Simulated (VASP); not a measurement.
# Lu (P6_3/mmc) in VASP: a series of runs, part 2 of 2

VASP 6.6.1.

### 5 Relaxation of cell and atoms, PBE+D3(BJ)

File INCAR:

```
SYSTEM = Lu
PREC = Accurate
ENCUT = 600
EDIFF = 1E-7
ISMEAR = 0
SIGMA = 0.1
LREAL = .FALSE.
LASPH = .TRUE.
NELM = 80
ALGO = Normal
ISIF = 3
LWAVE = .FALSE.
LCHARG = .FALSE.
GGA = PE
IVDW = 12
IBRION = 2
NSW = 90
EDIFFG = -0.005
```

File KPOINTS:

```
regular mesh
0
G
  15 15 8
  0 0 0
```

File POSCAR:

```
Lu
1.0
    3.5180521700      0.0000000000      0.0000000000
   -1.7590260900      3.0467225500      0.0000000000
    0.0000000000      0.0000000000      5.4460843400
Lu
2
Direct
    0.3333333300      0.6666666700      0.2500000000
    0.6666666700      0.3333333300      0.7500000000
```

Potentials or basis: VASP PAW PBE potentials, release 64 (Lu).

Started as:

```
> cat potpaw_PBE.64/Lu/POTCAR > POTCAR
> mpirun -np 1 vasp_std > vasp.out
```

OUTCAR:

```text
SYSTEM = Lu
   PREC = Accurate
   ENCUT = 600
   EDIFF = 1E-7
   ISMEAR = 0
   LREAL = .FALSE.
   LASPH = .TRUE.
   NELM = 80
   ISIF = 3
   GGA = PE
   IVDW = 12
   IBRION = 2
   NSW = 90
   EDIFFG = -0.005
 IVDW          = 12

 ion  position               nearest neighbor table
   1  0.333  0.667  0.250-   2 3.40   2 3.40   2 3.40   2 3.40   2 3.40   2 3.40
   2  0.667  0.333  0.750-   1 3.40   1 3.40   1 3.40   1 3.40   1 3.40   1 3.40

  LATTYP: Found a hexagonal cell.
 ALAT       =     3.5180521700
 C/A-ratio  =     1.5480396756

  Lattice vectors:

 A1 = (   3.5180521700,   0.0000000000,   0.0000000000)
 A2 = (  -1.7590260900,   3.0467225500,   0.0000000000)
 A3 = (   0.0000000000,   0.0000000000,   5.4460843400)

Analysis of symmetry for initial positions (statically):
=====================================================================
 Subroutine PRICEL returns:
 Original cell was already a primitive cell.

 Routine SETGRP: Setting up the symmetry group for a
 hexagonal supercell.

 Subroutine GETGRP returns: Found 24 space group operations
 (whereof 12 operations were pure point group operations)
 out of a pool of 24 trial point group operations.

The static configuration has the point symmetry D_3d.
 The point group associated with its full space group is D_6h.

Analysis of symmetry for dynamics (positions and initial velocities):
[... 145 lines left out ...]
 Gauss-broadening in eV      SIGMA  =   0.10
  energy-cutoff  :      600.00
  volume of cell :       58.37
 maximum number of plane-waves:      1965
   NGX = 15   NGY = 15   NGZ = 21

--------------------------------------- Ionic step        1  -------------------------------------------

 number of electron      49.9999999 magnetization

 Free energy of the ion-electron system (eV)
  ---------------------------------------------------
  ext. energy  EPLUGINS =         0.00000000
  ---------------------------------------------------
  free energy    TOTEN  =        -9.05007382 eV

  energy without entropy =       -9.03268081  energy(sigma->0) =       -9.04137731

------------------------ aborting loop because EDIFF is reached ----------------------------------------

 Edisp (eV)   -0.70495

 E8    (eV) :    -0.3693
[... 191 lines left out ...]
--------------------------------------- Ionic step        6  -------------------------------------------

 number of electron      50.0000002 magnetization

 Free energy of the ion-electron system (eV)
  ---------------------------------------------------
  ext. energy  EPLUGINS =         0.00000000
  ---------------------------------------------------
  free energy    TOTEN  =        -9.03439617 eV

  energy without entropy =       -9.01807384  energy(sigma->0) =       -9.02623501

 E-fermi :   2.3733     XC(G=0): -10.8587

 val. band max:        2.3715117563   @ k =   0.4000   0.2000   0.3750
 cond. band min:       2.3741200360   @ k =   0.3333   0.0667   0.1250
 fundamental gap:      0.0026082797
 Fermi energy:         2.3733397108

 k-point     1 :       0.0000    0.0000    0.0000
  band No.  band energies     occupation
      1     -53.7202      2.00000
      2     -53.6764      2.00000
      3     -24.7197      2.00000
      4     -24.2268      2.00000
      5     -24.2268      2.00000
      6     -24.1286      2.00000
[... 781 lines left out ...]
     29       5.0359      0.00000
     30       7.9445      0.00000

 [... further k-points ...]

------------------------ aborting loop because EDIFF is reached ----------------------------------------

 Edisp (eV)   -0.73688

 E8    (eV) :    -0.3863
[... 25 lines left out ...]
  FREE ENERGIE OF THE ION-ELECTRON SYSTEM (eV)
  ---------------------------------------------------
  free  energy   TOTEN  =        -9.7712792510 eV

  energy  without entropy=       -9.7549569170  energy(sigma->0) =       -9.76311808

 reached required accuracy - stopping structural energy minimisation
```

OSZICAR:

```text
N       E                     dE             d eps       ncg     rms          rms(c)
DAV:   1     0.270836081234E+03    0.27084E+03   -0.21175E+04 11474   0.593E+03
[... 65 lines left out ...]
DAV:   2    -0.903461623837E+01    0.79741E-03   -0.29308E-03 13044   0.833E-01    0.120E-01
DAV:   3    -0.903438734378E+01    0.22889E-03   -0.27058E-03 14094   0.693E-01    0.796E-02
DAV:   4    -0.903437127471E+01    0.16069E-04   -0.41683E-04 11596   0.293E-01    0.394E-02
DAV:   5    -0.903439234061E+01   -0.21066E-04   -0.67189E-05 12404   0.124E-01    0.112E-02
DAV:   6    -0.903439665310E+01   -0.43125E-05   -0.27905E-05 14784   0.571E-02    0.782E-03
DAV:   7    -0.903439616333E+01    0.48977E-06   -0.57343E-06 10582   0.276E-02    0.137E-03
DAV:   8    -0.903439617252E+01   -0.91914E-08   -0.28788E-07  7994   0.569E-03
   6 F= -.97712793E+01 E0= -.97631181E+01  d E =-.350136E-04
```

Run time: 9.1 min. Hardware: 1 thread of Intel Xeon 6975P-C (Granite Rapids), shared host; peak memory 0.4 GiB.

What came out:

```yaml
Free_energy: -9.7713 eV
Relaxed_volume: 27.97 Å³/atom
Relaxed_cell: a = 3.462 Å, b = 3.462 Å, c = 5.388 Å, α = 90.00°, β = 90.00°, γ = 120.00°
Space_group_after_relaxing_to_0.05_Å: P6_3/mmc (No. 194)
Energy_gained_by_relaxing: 8.1 meV/atom
Ionic_steps: 6
Pressure_after_relaxing: 0.0 GPa
Band_gap_on_the_k_mesh: none (metal or under the smearing width)
Dispersion_energy_per_atom: -0.368 eV
```

Step by step:
| step | energy change (eV) | largest force (eV/Å) | pressure (GPa) | volume (Å³) |
| --- | --- | --- | --- | --- |
| 1 | 0.0000 | 0.0000 | -2.03 | 58.37 |
| 2 | -0.0153 | 0.0000 | 0.52 | 55.31 |
| 3 | -0.0162 | 0.0000 | 0.00 | 55.89 |
| 4 | -0.0162 | 0.0000 | 0.04 | 55.84 |
| 5 | -0.0163 | 0.0000 | 0.02 | 55.90 |
| 6 | -0.0163 | 0.0000 | -0.03 | 55.94 |

Final structure:
```yaml
crystal:
  lattice:
    - [3.46216, 0.00000, 0.00000]
    - [-1.73108, 2.99832, 0.00000]
    - [0.00000, 0.00000, 5.38850]
  atoms:
    - { symbol: Lu, position: [0.33333, 0.66667, 0.25000] }
    - { symbol: Lu, position: [0.66667, 0.33333, 0.75000] }
```

Levels at points of the mesh, in eV from the Fermi level:
| k point | band 22 | band 23 | band 24 | band 25 | band 26 | band 27 | band 28 | band 29 |
| --- | --- | --- | --- | --- | --- | --- | --- | --- |
| (0.00, 0.00, 0.00) | -4.77 | -4.77 | -2.44 | 0.83 | 2.23 | 2.23 | 2.71 | 3.01 |
| (0.00, 0.00, 0.50) | -4.77 | -4.38 | -4.38 | 1.26 | 1.26 | 2.12 | 2.12 | 2.12 |

Caveat: pairwise dispersion overbinds metals, which lowers pressure and volume. Spin-orbit coupling is left out, which matters for the levels of Lu.

### 6 Relaxation of cell and atoms, PBEsol

INCAR, as its differences from that of step 5:

```diff
@@ -2,3 +2,3 @@
 PREC = Accurate
-ENCUT = 600
+ENCUT = 300
 EDIFF = 1E-7
@@ -13,4 +13,3 @@
 LCHARG = .FALSE.
-GGA = PE
-IVDW = 12
+GGA = PS
 IBRION = 2
```

KPOINTS is that of step 5.

POSCAR is that of step 5.

Potentials or basis: VASP PAW PBE potentials, release 64 (Lu).

Started as:

```
> cat potpaw_PBE.64/Lu/POTCAR > POTCAR
> mpirun -np 1 vasp_std > vasp.out
```

OUTCAR:

```text
SYSTEM = Lu
   PREC = Accurate
   ENCUT = 300
   EDIFF = 1E-7
   ISMEAR = 0
   LREAL = .FALSE.
   LASPH = .TRUE.
   NELM = 80
   ISIF = 3
   GGA = PS
   IBRION = 2
   NSW = 90
   EDIFFG = -0.005

 ion  position               nearest neighbor table
   1  0.333  0.667  0.250-   2 3.40   2 3.40   2 3.40   2 3.40   2 3.40   2 3.40
   2  0.667  0.333  0.750-   1 3.40   1 3.40   1 3.40   1 3.40   1 3.40   1 3.40

  LATTYP: Found a hexagonal cell.
 ALAT       =     3.5180521700
 C/A-ratio  =     1.5480396756

  Lattice vectors:

 A1 = (   3.5180521700,   0.0000000000,   0.0000000000)
 A2 = (  -1.7590260900,   3.0467225500,   0.0000000000)
 A3 = (   0.0000000000,   0.0000000000,   5.4460843400)

Analysis of symmetry for initial positions (statically):
=====================================================================
 Subroutine PRICEL returns:
[... 327 lines left out ...]
  free energy    TOTEN  =        -9.91172847 eV

  energy without entropy =       -9.89622224  energy(sigma->0) =       -9.90397536

 E-fermi :   2.3076     XC(G=0): -11.0765

 val. band max:        2.2927187228   @ k =   0.2000   0.2000   0.2500
 cond. band min:       2.3210884833   @ k =   0.3333   0.0667   0.1250
 fundamental gap:      0.0283697606
 Fermi energy:         2.3076194235

 k-point     1 :       0.0000    0.0000    0.0000
  band No.  band energies     occupation
      1     -53.7193      2.00000
      2     -53.6705      2.00000
      3     -24.7487      2.00000
      4     -24.2174      2.00000
      5     -24.2174      2.00000
      6     -24.1104      2.00000
[... 781 lines left out ...]
     29       5.0130      0.00000
     30       7.9871      0.00000

 [... further k-points ...]

------------------------ aborting loop because EDIFF is reached ----------------------------------------

  FORCE on cell =-STRESS in cart. coord.  units (eV):
  Direction    XX          YY          ZZ          XY          YZ          ZX
  --------------------------------------------------------------------------------------
  -------------------------------------------------------------------------------------
  Total       -0.0088092     -0.0088092      0.0012864      0.0000000      0.0000000      0.0000000
  in kB       -0.2576879     -0.2576879      0.0376312      0.0000000      0.0000000      0.0000000
  external PRESSURE =      -0.1592482 kB  Pullay stress =       0.0000000 kB
[... 17 lines left out ...]
  FREE ENERGIE OF THE ION-ELECTRON SYSTEM (eV)
  ---------------------------------------------------
  free  energy   TOTEN  =        -9.9117284714 eV

  energy  without entropy=       -9.8962222408  energy(sigma->0) =       -9.90397536

 reached required accuracy - stopping structural energy minimisation
```

OSZICAR:

```text
N       E                     dE             d eps       ncg     rms          rms(c)
DAV:   1     0.180162454507E+03    0.18016E+03   -0.14730E+04 11536   0.373E+03
DAV:   2     0.127369712404E+02   -0.16743E+03   -0.16271E+03  8734   0.446E+02
DAV:   3    -0.853965490433E+01   -0.21277E+02   -0.20928E+02 12630   0.944E+01
[... 58 lines left out ...]
DAV:   3    -0.991172605860E+01    0.54495E-04   -0.10183E-04 12398   0.401E-01    0.485E-03
DAV:   4    -0.991172868398E+01   -0.26254E-05   -0.33142E-05 11116   0.666E-02    0.336E-03
DAV:   5    -0.991172865335E+01    0.30625E-07   -0.20312E-06 10088   0.206E-02    0.131E-03
DAV:   6    -0.991172850836E+01    0.14499E-06   -0.13281E-07  6590   0.113E-02    0.605E-04
DAV:   7    -0.991172847141E+01    0.36947E-07   -0.11693E-07  4950   0.721E-03
   5 F= -.99117285E+01 E0= -.99039754E+01  d E =-.469783E-05
```

Run time: 3.2 min. Hardware: 1 thread of Intel Xeon 6975P-C (Granite Rapids), shared host; peak memory 0.2 GiB.

What came out:

```
Free energy                            : -9.9117 eV
Relaxed volume                         : 27.39 Å³/atom
Relaxed cell                           : a = 3.441 Å, b = 3.441 Å, c = 5.341 Å, α = 90.00°, β = 90.00°, γ = 120.00°
Space group after relaxing (to 0.05 Å) : P6_3/mmc (No. 194)
Energy gained by relaxing              : 17.9 meV/atom
Ionic steps                            : 5
Pressure after relaxing                : 0.0 GPa
Band gap on the k mesh                 : none (metal or under the smearing width)
```

Step by step:
```csv
step,energy change (eV),largest force (eV/Å),pressure (GPa),volume (Å³)
1,0.0000,0.0000,-2.98,58.37
2,-0.0337,0.0000,0.75,53.90
3,-0.0358,0.0000,0.03,54.70
4,-0.0358,0.0000,-0.04,54.77
5,-0.0358,0.0000,-0.02,54.77
```

Final structure:
```cif
data_structure
_symmetry_space_group_name_H-M 'P 1'
_symmetry_Int_Tables_number 1
_cell_length_a 3.4410
_cell_length_b 3.4410
_cell_length_c 5.3412
_cell_angle_alpha 90.000
_cell_angle_beta 90.000
_cell_angle_gamma 120.000
_cell_volume 54.77
loop_
_atom_site_label
_atom_site_type_symbol
_atom_site_fract_x
_atom_site_fract_y
_atom_site_fract_z
_atom_site_occupancy
Lu1 Lu 0.33333 0.66667 0.25000 1
Lu2 Lu 0.66667 0.33333 0.75000 1
```

Caveat: the cutoff is under 1.25 times the usual one of these potentials, so pressure, stress and relaxed cells hold a basis-set (Pulay) error; the PAW data sets were made with another functional, which shifts forces and pressure a little.

### 7 Summary

| level | cutoff (eV) | gap on the mesh (eV) | pressure (GPa) | relaxed volume (Å³/atom) |
| --- | --- | --- | --- | --- |
| PBEsol | 600 | none | 0.0 | 27.60 |
| LDA | 600 | none | 0.0 | 26.14 |
| PBE | 600 | none | 0.0 | 29.20 |
| PBE+D3(BJ) | 600 | none | 0.0 | 27.97 |
| PBEsol | 300 | none | 0.0 | 27.39 |

Alike in all rows: task relaxation of cell and atoms; potentials or basis VASP PAW PBE potentials, release 64 (Lu); no spin polarisation; cell relaxed; k mesh 15 × 15 × 8; smearing gaussian 0.1 eV.

Caveats: the PAW data sets were made with another functional, which shifts forces and pressure a little (some runs); pairwise dispersion overbinds metals, which lowers pressure and volume (some runs); the cutoff is under 1.25 times the usual one of these potentials, so pressure, stress and relaxed cells hold a basis-set (Pulay) error (some runs).

Total energies depend on the potentials used, so only differences within one code and one set of settings carry meaning.
